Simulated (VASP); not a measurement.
# CuCl (Nantokite) (F-43m) in VASP: further runs, part 2 of 2

VASP 6.6.1. Earlier steps stand in the parts before.

### 3 Relaxation of cell and atoms, r2SCAN

INCAR

```
PREC = Accurate ; ENCUT = 600
EDIFF = 1E-6 ; ISMEAR = 0
SIGMA = 0.03 ; LREAL = F
LASPH = T ; NELM = 80
ALGO = Normal ; ISIF = 3
LWAVE = F ; LCHARG = F
METAGGA = R2SCAN ; LMIXTAU = T
IBRION = 2 ; NSW = 90
EDIFFG = -0.01
```

KPOINTS

```
regular mesh
0
Gamma
  10 10 10
```

POSCAR

```
CuCl
1.0
    0.0000000000      2.7028500000      2.7028500000
    2.7028500000      0.0000000000      2.7028500000
    2.7028500000      2.7028500000      0.0000000000
Cu Cl
1 1
Direct
    0.0000000000      0.0000000000      0.0000000000
    0.2500000000      0.2500000000      0.2500000000
```

Potentials or basis: VASP PAW PBE potentials, release 64 (Cu, Cl).

On the command line:

```bash
$ cat potpaw_PBE.64/Cu/POTCAR potpaw_PBE.64/Cl/POTCAR > POTCAR
$ mpirun -np 1 vasp_std > vasp.out
```

It took 2.5 min on 1 thread of Intel Xeon Platinum 8488C (Sapphire Rapids), shared host; peak memory 0.2 GiB.

The run converged. Its results:

```yaml
Free_energy: -17.9695 eV
Relaxed_volume: 19.20 Å³/atom
Relaxed_cell: a = 3.787 Å, b = 3.787 Å, c = 3.787 Å, α = 60.00°, β = 60.00°, γ = 60.00°
Space_group_after_relaxing_to_0.05_Å: F-43m (No. 216)
Energy_gained_by_relaxing: 2.0 meV/atom
Ionic_steps: 3
Pressure_after_relaxing: 0.1 GPa
Band_gap_on_the_k_mesh: 0.96 eV, direct
```

Step by step:
| step | energy change (eV) | largest force (eV/Å) | pressure (GPa) | volume (Å³) |
| --- | --- | --- | --- | --- |
| 1 | 0.0000 | 0.0000 | -1.25 | 39.49 |
| 2 | -0.0040 | 0.0000 | -0.24 | 38.62 |
| 3 | -0.0040 | 0.0000 | 0.05 | 38.41 |

Final structure:
```xyz
2
Lattice="0.0000 2.6779 2.6779 2.6779 0.0000 2.6779 2.6779 2.6779 0.0000" Properties=species:S:1:pos:R:3 pbc="T T T"
Cu    0.0000    0.0000    0.0000
Cl    1.3390    1.3390    1.3390
```

Levels at points of the mesh, in eV from the valence-band top:
```csv
k point,band 6,band 7,band 8,band 9,band 10,band 11,band 12,band 13
"(0.00, 0.00, 0.00)",-1.57,0.00,0.00,0.00,0.96,7.20,7.20,7.20
"(0.50, 0.00, 0.00)",-1.49,-1.44,-0.60,-0.60,3.35,7.29,7.58,7.58
"(0.50, 0.50, 0.00)",-1.43,-1.37,-1.18,-1.18,3.66,4.90,9.39,11.90
```

Caveat: the PAW data sets were made with another functional, which shifts forces and pressure a little.

### 4 Relaxation of cell and atoms, r2SCAN

This run uses another cell than the first one, of 19.20 Å³/atom, 0.973 times its volume.

INCAR

```
PREC = Accurate ; ENCUT = 600
EDIFF = 1E-7 ; ISMEAR = 0
SIGMA = 0.03 ; LREAL = F
LASPH = T ; NELM = 80
ALGO = Normal ; ISIF = 3
LWAVE = F ; LCHARG = F
METAGGA = R2SCAN ; LMIXTAU = T
IBRION = 2 ; NSW = 90
EDIFFG = -0.005
```

KPOINTS is that of step 3.

POSCAR

```
CuCl                                    
1.0
    0.0000000000      2.6779096256      2.6779096256
    2.6779096256      0.0000000000      2.6779096256
    2.6779096256      2.6779096256      0.0000000000
  Cu              Cl            
     1     1
Direct
     0.0000000000000000    0.0000000000000000    0.0000000000000000
     0.2500000000000000    0.2500000000000000    0.2500000000000000
```

On the command line:

```bash
$ cat potpaw_PBE.64/Cu/POTCAR potpaw_PBE.64/Cl/POTCAR > POTCAR
$ mpirun -np 1 vasp_std > vasp.out
```

It took 3.3 min on 1 thread of Intel Xeon Platinum 8488C (Sapphire Rapids), shared host; peak memory 0.19 GiB.

It converged, with:

| Property | Result |
| --- | --- |
| Free energy | -17.9691 eV |
| Relaxed volume | 19.27 Å³/atom |
| Relaxed cell | a = 3.792 Å, b = 3.792 Å, c = 3.792 Å, α = 60.00°, β = 60.00°, γ = 60.00° |
| Space group after relaxing (to 0.05 Å) | F-43m (No. 216) |
| Energy gained by relaxing | 0.0 meV/atom |
| Ionic steps | 3 |
| Pressure after relaxing | 0.0 GPa |
| Band gap on the k mesh | 0.95 eV, direct |

Final structure:
```cif
data_structure
_symmetry_space_group_name_H-M 'P 1'
_symmetry_Int_Tables_number 1
_cell_length_a 3.7916
_cell_length_b 3.7916
_cell_length_c 3.7916
_cell_angle_alpha 60.000
_cell_angle_beta 60.000
_cell_angle_gamma 60.000
_cell_volume 38.54
loop_
_atom_site_label
_atom_site_type_symbol
_atom_site_fract_x
_atom_site_fract_y
_atom_site_fract_z
_atom_site_occupancy
Cu1 Cu 0.00000 0.00000 0.00000 1
Cl1 Cl 0.25000 0.25000 0.25000 1
```

Levels at points of the mesh, in eV from the valence-band top:
```csv
k point,band 5,band 6,band 7,band 8,band 9,band 10,band 11,band 12,band 13
"(0.00, 0.00, 0.00)",-1.56,-1.56,0.00,0.00,0.00,0.95,7.20,7.20,7.20
"(0.50, 0.00, 0.00)",-1.48,-1.48,-1.43,-0.60,-0.60,3.35,7.27,7.58,7.58
"(0.50, 0.50, 0.00)",-1.71,-1.42,-1.36,-1.17,-1.17,3.66,4.89,9.36,11.87
```

Caveat: the PAW data sets were made with another functional, which shifts forces and pressure a little. r2SCAN opens gaps a little over a GGA but as a rule still falls short of measured ones.

### 5 Relaxation of cell and atoms, PBEsol

INCAR

```
SYSTEM = CuCl
  PREC = Accurate
  ENCUT = 600
  EDIFF = 1E-6
  ISMEAR = 0
  SIGMA = 0.03
  LREAL = .False.
  LASPH = .True.
  NELM = 80
  ALGO = Normal
  ISIF = 3
  LWAVE = .False.
  LCHARG = .False.
  GGA = PS
  IBRION = 2
  NSW = 90
  EDIFFG = -0.01
  KPAR = 4
```

KPOINTS

```
Automatic mesh
0
Gamma
  10 10 10
  0 0 0
```

POSCAR

```
CuCl
1.0
    0.0000000000      2.7028500000      2.7028500000
    2.7028500000      0.0000000000      2.7028500000
    2.7028500000      2.7028500000      0.0000000000
Cu Cl
1 1
Direct
    0.0000000000      0.0000000000      0.0000000000
    0.2500000000      0.2500000000      0.2500000000
```

On the command line:

```bash
$ cat potpaw_PBE.64/Cu/POTCAR potpaw_PBE.64/Cl/POTCAR > POTCAR
$ mpirun -np 4 vasp_std > vasp.out
```

Wall time 15 s (4 MPI ranks of AMD EPYC 9R45 (Zen 5), shared host); peak memory 0.17 GiB.

It converged, with:

```yaml
Free_energy: -7.0622 eV
Relaxed_volume: 18.60 Å³/atom
Relaxed_cell: a = 3.747 Å, b = 3.747 Å, c = 3.747 Å, α = 60.00°, β = 60.00°, γ = 60.00°
Space_group_after_relaxing_to_0.05_Å: F-43m (No. 216)
Energy_gained_by_relaxing: 12.4 meV/atom
Ionic_steps: 3
Pressure_after_relaxing: 0.0 GPa
Band_gap_on_the_k_mesh: 0.55 eV, direct
```

The path:
```
step  energy change (eV)  largest force (eV/Å)  pressure (GPa)  volume (Å³)
   1              0.0000                0.0000           -3.22        39.49
   2             -0.0247                0.0000           -0.10        37.27
   3             -0.0247                0.0000           -0.04        37.21
```

Final structure:
```cif
data_structure
_symmetry_space_group_name_H-M 'P 1'
_symmetry_Int_Tables_number 1
_cell_length_a 3.7473
_cell_length_b 3.7473
_cell_length_c 3.7473
_cell_angle_alpha 60.000
_cell_angle_beta 60.000
_cell_angle_gamma 60.000
_cell_volume 37.21
loop_
_atom_site_label
_atom_site_type_symbol
_atom_site_fract_x
_atom_site_fract_y
_atom_site_fract_z
_atom_site_occupancy
Cu1 Cu 0.00000 0.00000 0.00000 1
Cl1 Cl 0.25000 0.25000 0.25000 1
```

Levels at points of the mesh, in eV from the valence-band top:
| k point | band 7 | band 8 | band 9 | band 10 | band 11 | band 12 |
| --- | --- | --- | --- | --- | --- | --- |
| (0.00, 0.00, 0.00) | 0.00 | 0.00 | 0.00 | 0.55 | 6.68 | 6.68 |
| (0.50, 0.00, 0.00) | -1.59 | -0.66 | -0.66 | 2.92 | 6.95 | 7.13 |
| (0.50, 0.50, 0.00) | -1.52 | -1.29 | -1.29 | 3.27 | 4.53 | 8.99 |

Caveat: the PAW data sets were made with another functional, which shifts forces and pressure a little.

### 6 Relaxation of cell and atoms, PBEsol

This run uses another cell than the first one, of 18.60 Å³/atom, 0.942 times its volume.

Changes to INCAR since step 5:

```diff
@@ -3,3 +3,3 @@
   ENCUT = 600
-  EDIFF = 1E-6
+  EDIFF = 1E-7
   ISMEAR = 0
@@ -16,3 +16,3 @@
   NSW = 90
-  EDIFFG = -0.01
+  EDIFFG = -0.005
   KPAR = 4
```

KPOINTS is that of step 5.

POSCAR

```
CuCl                                    
1.0
    0.0000000000      2.6497729765      2.6497729765
    2.6497729765      0.0000000000      2.6497729765
    2.6497729765      2.6497729765      0.0000000000
  Cu              Cl            
     1     1
Direct
     0.0000000000000000    0.0000000000000000    0.0000000000000000
     0.2500000000000000    0.2500000000000000    0.2500000000000000
```

Potentials or basis: VASP PAW PBE potentials, release 64 (Cu, Cl).

On the command line:

```bash
$ cat potpaw_PBE.64/Cu/POTCAR potpaw_PBE.64/Cl/POTCAR > POTCAR
$ mpirun -np 4 vasp_std > vasp.out
```

Wall time 6.4 s (4 MPI ranks of AMD EPYC 9R45 (Zen 5), shared host); peak memory 0.15 GiB.

The run converged. Its results:

```
Free energy             : -7.0618 eV
Pressure after relaxing : 0.0 GPa
Band gap on the k mesh  : 0.55 eV, direct
```

Final structure:
```xyz
2
Lattice="0.0000 2.6498 2.6498 2.6498 0.0000 2.6498 2.6498 2.6498 0.0000" Properties=species:S:1:pos:R:3 pbc="T T T"
Cu    0.0000    0.0000    0.0000
Cl    1.3249    1.3249    1.3249
```

Levels at points of the mesh, in eV from the valence-band top:
```tsv
k point	band 5	band 6	band 7	band 8	band 9	band 10	band 11	band 12	band 13
(0.00, 0.00, 0.00)	-1.73	-1.73	0.00	0.00	0.00	0.55	6.68	6.68	6.68
(0.50, 0.00, 0.00)	-1.65	-1.65	-1.59	-0.66	-0.66	2.92	6.95	7.13	7.13
(0.50, 0.50, 0.00)	-1.90	-1.60	-1.52	-1.29	-1.29	3.27	4.53	8.99	11.34
```

Caveat: the relaxation stopped at its first step, so nothing moved; the PAW data sets were made with another functional, which shifts forces and pressure a little.

### 7 Overview

```tsv
task	level	cell	k mesh	cutoff (eV)	gap on the mesh (eV)	pressure (GPa)
single point	PBEsol	F-43m, 19.75 Å³/atom	6 × 6 × 6	520	0.43	-3.3
relaxation of cell and atoms	r2SCAN	relaxed	10 × 10 × 10	600	0.95	0.0
relaxation of cell and atoms	PBEsol	relaxed	10 × 10 × 10	600	0.55	0.0
```

Alike in all rows: potentials or basis VASP PAW PBE potentials, release 64 (Cu, Cl); no spin polarisation; smearing gaussian 0.03 eV.

Caveats: the PAW data sets were made with another functional, which shifts forces and pressure a little; the relaxation stopped at its first step, so nothing moved (some runs).

Absolute energies hang on the potentials; compare differences alone.

### 8 How close it comes

Step 2. Against the measured gap of CuCl, 3.399 eV (direct; 4.2 K; a printed reference work, data compilation), the calculated 0.43 eV is off by -2.97 eV. So large a miss can be the level of theory's own, or it may mean another phase, state or a wrong row. The value is that of PBEsol, without temperature or zero-point motion. Semilocal functionals fall short of measured gaps as a rule.
